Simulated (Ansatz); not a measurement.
AgCl in the zincblende structure, relaxed with r2SCAN in Ansatz 0.2.0. The symmetry is F-43m (No. 216, cubic); a = 5.987 Å in the conventional setting, 26.82 Å³ an atom. Ag has 4 Cl at 2.59 Å; Cl has 4 Ag at 2.59 Å.

The axes x, y and z are those of this cell:
```yaml
crystal:
  lattice:
    - [0.00000, 2.99327, 2.99327]
    - [2.99327, 0.00000, 2.99327]
    - [2.99327, 2.99327, 0.00000]
  atoms:
    - { symbol: Ag, position: [0.00000, 0.00000, 0.00000] }
    - { symbol: Cl, position: [0.25000, 0.25000, 0.25000] }
```

Unstrained: With PBE the gap is 1.252 eV and direct, at Γ. r2SCAN gives a direct gap of 1.647 eV at Γ. The HSE06 gap is direct at Γ: 2.712 eV. Meshes: PBE 8×8×8, r2SCAN 8×8×8, HSE06 6×6×6. Strains are changes of length per length, and xy shears are angles. After each strain the atoms were relaxed again with r2SCAN within the symmetry that the strain leaves, so tilts or polar shifts that break it weren't tested; points keep the names that they have in the unstrained zone. Under uniaxial strain the other axes carry as much stress as the strained one: the cell is very soft in shear and may be mechanically unstable. (Calculated; spin-unpolarised; the phase may be known or hypothetical.)

Question: Apply uniaxial -2.26 % along z, other directions held. How far does the gap move, against the unstrained cell?

Answer: PBE: the gap goes from 1.252 to 1.205 eV (-0.047 eV); with r2SCAN the top three valence levels at Γ, degenerate before, become 1+2 from the top over 32 meV. r2SCAN: the gap goes from 1.647 to 1.599 eV (-0.048 eV). HSE06: the gap goes from 2.712 to 2.659 eV (-0.053 eV). The r2SCAN energy rises by 1.6 meV an atom.

Question: Estimate what epitaxial -4.07 % in the xy plane, free normal strain +7.58 % does to the gap.

Answer: PBE: the gap goes from 1.252 to 1.203 eV (-0.049 eV); with r2SCAN the top three valence levels at Γ, degenerate before, become 2+1 from the top over 201 meV. r2SCAN: the gap goes from 1.647 to 1.603 eV (-0.044 eV). HSE06: the gap goes from 2.712 to 2.661 eV (-0.051 eV). The r2SCAN energy rises by 0.7 meV an atom.

Question: Apply xy shear, engineering strain (angle) +4.51 %. How far does the gap move, against the unstrained cell?

Answer: PBE: the gap goes from 1.252 to 1.215 eV (-0.037 eV); with r2SCAN the top three valence levels at Γ, degenerate before, become 1+1+1 from the top over 96 meV. r2SCAN: the gap goes from 1.647 to 1.609 eV (-0.038 eV). HSE06: the gap goes from 2.712 to 2.672 eV (-0.040 eV). The r2SCAN energy rises by 0.3 meV an atom.

The runs are scalar-relativistic, without spin-orbit coupling.

The meshes of the hybrids are coarse, so their gaps aren't converged to the digits shown.

The splittings at Γ are without spin-orbit coupling, which regroups them where it is of like size or larger.
